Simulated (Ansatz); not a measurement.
# Tl (Tl, omega (AlB2-type)): the cost of one run

Computed with Ansatz 0.2.0 (DFT PBE, plane waves (420 eV) with PAW, scalar-relativistic, unless a step says otherwise).

## (1) The system as given

The structure is hexagonal, space group P6/mmm (No. 191). The conventional cell has a = 5.411 Å, b = 5.411 Å, c = 3.317 Å, α = 90.00°, β = 90.00°, γ = 120.00°. Tl (site symmetry 6/mmm) is surrounded by 14 Tl at 3.32 to 3.54 Å. Around Tl (site symmetry -6m2) lie 11 Tl at 3.12 to 3.54 Å.

Structure file:

```
Tl
1.0
     5.41113    0.00000    0.00000
    -2.70557    4.68618    0.00000
     0.00000    0.00000    3.31703
Tl
3
Cartesian
  0.0000 0.0000 0.0000
  0.0000 3.1241 1.6585
  2.7056 1.5621 1.6585
```

## (2) Relaxation of the cell

input.yaml

```yaml
crystal:
  lattice:
    - [5.4111348334, 0.0, 0.0]
    - [-2.7055674167, 4.686180229, 0.0]
    - [0.0, 0.0, 3.3170256529]
  atoms:
    - { symbol: Tl, position: [0.0, 0.0, 0.0] }
    - { symbol: Tl, position: [0.3333333333, 0.6666666667, 0.5] }
    - { symbol: Tl, position: [0.6666666667, 0.3333333333, 0.5] }
hamiltonian:
  xc: pbe
  pseudopotentials:
    kind: paw
    azcp:
      Tl: "pseudopotentials/Tl.paw.azcp"
basis:
  ecutwfc: 420
  fft_grid_basis: typed
kpoints:
  mp_grid: { grid: [7, 7, 10], shift: [0, 0, 0] }
magnetization:
  spin_polarized: false
scf:
  occupations: { method: fermi_dirac, width: 0.1 }
relax:
  max_steps: 60
  f_tol: 0.01
  cell: {}
```

Launch:

```console
$ ansatz run input.yaml --threads 1 --pin off --max-ram 3584MiB --backend cpu --events-out ev --progress --plain --runs-dir out
```

**Question.** How long does this run take on 1 thread of Intel Xeon Platinum 8259CL at 2.50GHz (Skylake/Cascade Lake), shared host, and how much memory does it need?

About 30 s, with a peak of 0.58 GiB.
